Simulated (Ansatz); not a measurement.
A crystal relaxed with r2SCAN in the PAW code Ansatz has space group F-43m (No. 216) and a = 6.132 Å.

| atom | site | x | y | z |
| --- | --- | --- | --- | --- |
| Ga | 4a | 0.0000 | 0.0000 | 0.0000 |
| Xx | 4d | 0.2500 | 0.2500 | 0.7500 |

The r2SCAN gap is direct at Γ: 0.41 eV. With HSE06 the gap is 0.77 eV and direct, at Γ. With PBE the gap closes, the bands meeting at Γ. Meshes: r2SCAN 8×8×8, HSE06 6×6×6, PBE 8×8×8.

Problem. Which element is Xx?
A. P
B. N
C. Bi
D. Sb

Solution. D. Xx is Sb: GaSb in the zincblende structure. Around Ga lie 4 Sb at 2.66 Å; around Sb lie 4 Ga at 2.66 Å.

Calculated for a static, non-magnetic cell.

Spin-orbit coupling is left out, which matters wherever the heavy atoms make up the band edges.

The meshes of the hybrids are coarse, so their gaps aren't converged to the digits shown.
